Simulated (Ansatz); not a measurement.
## CdS (F-43m): gap, valleys and masses

```
Cd S
1.0
     0.00000    2.91228    2.91228
     2.91228    0.00000    2.91228
     2.91228    2.91228    0.00000
Cd S
1 1
Direct
  0.00000 0.00000 0.00000
  0.75000 0.75000 0.75000
```

Unless marked otherwise, the numbers come from PBEsol, all-electron LAPW in Ansatz 0.2.0, scalar-relativistic. k mesh 6×6×6, fixed occupations, basis error target 1 meV/atom. The cell was relaxed by PAW under this functional.

Extrema are searched on a 12×12×12 mesh and refined by Newton steps; masses come from band slopes 0.005 Å⁻¹ away, 1/m* = (1/ħ²) d²E/dk², negative for holes (the finite step makes the lightest masses up to about 3 % heavy). k is in units of the reciprocal vectors.

Task: Where are the band edges, and is the gap direct?

Result: The valence maximum lies at Gamma (0.000, 0.000, 0.000) and the conduction minimum at Gamma (0.000, 0.000, 0.000), so the Kohn-Sham gap of 1.011 eV is direct.

Task: What are the electron masses at the edge?

Result: The principal masses are 0.112, 0.112, 0.112 mₑ. One valley has a density-of-states mass (m₁m₂m₃)^(1/3) = 0.112; the direction-averaged conductivity mass 3/Σ(1/mᵢ) is 0.112 mₑ.

Task: Several bands lie at or near the hole edge, or its surface isn't an ellipsoid. What are the masses by direction?

Result: 

```tsv
direction	branch from the edge	its level at the point (eV from the edge)	m*/mₑ
100	1	0.000	-0.75
100	2	0.000	-0.75
100	3	0.000	-0.118
110	1	0.000	-3.26
110	2	0.000	-0.75
110	3	0.000	-0.106
111	1	0.000	-1.54
111	2	0.000	-1.54
111	3	0.000	-0.102
11-2	1	0.000	-1.61
11-2	2	0.000	-1.01
11-2	3	0.000	-0.105
```

Task: Along the Cartesian direction 11-2 the conduction slope is 0.34 eV·Å one step out. What is it four steps out, and what does that say?

Result: 1.325 eV·Å, 3.896 times the first; a parabola would give 4, so the band flattens (non-parabolic).

Task: What gap does PAW give in the same cell?

Result: 1.010 eV, -1 meV from the LAPW value.

Known limits: no spin-orbit coupling on heavy atoms; semilocal gaps are low, and what follows the gap (onsets, screening, light masses) shifts with it; without spin-orbit coupling, bands that meet at the valence top are not the light and heavy holes of experiment; the frozen-core PAW files of the compared runs were fitted under PBE, their cores solved anew for this functional.
